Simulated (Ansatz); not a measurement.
LiBr (started from an entry of an open crystallographic database) was relaxed with 5 functionals in the PAW code Ansatz, cell and atoms free, the symmetry of the start kept (meshes: PBE 8×8×8, r2SCAN 8×8×8, PBEsol 8×8×8, LDA 8×8×8, HSE06 6×6×6). No spin polarisation and no zero-point or thermal motion.

The PBEsol result:
```
Li Br
1.0
     0.00000    2.70610    2.70610
     2.70610    0.00000    2.70610
     2.70610    2.70610    0.00000
Li Br
1 1
Direct
  0.00000 0.00000 0.00000
  0.50000 0.50000 0.50000
```

Space group Fm-3m (No. 225), cubic; conventional cell a = 5.412 Å, 19.82 Å³ an atom. Around Li lie 6 Br at 2.71 Å; around Br lie 6 Li at 2.71 Å.

(1) How does the cell change with r2SCAN?

(2) What lattice does PBE give?

(3) Held at the r2SCAN cell, what mean stress do LDA and PBE find, and does its sign point to their own minimum?

Answers

(1) a = 5.479 Å; the volume differs by +3.8 % from PBEsol's. Li has 6 Br at 2.74 Å; Br has 6 Li at 2.74 Å.

(2) a = 5.511 Å; the volume differs by +5.6 % from PBEsol's. Li has 6 Br at 2.76 Å; Br has 6 Li at 2.76 Å.

(3) Yes. LDA -2.54 GPa, and its relaxed volume is -8.9 % from r2SCAN's; PBE +0.47 GPa, and its relaxed volume is +1.7 % from r2SCAN's. Compression counts positive, so a positive stress asks for a larger cell.
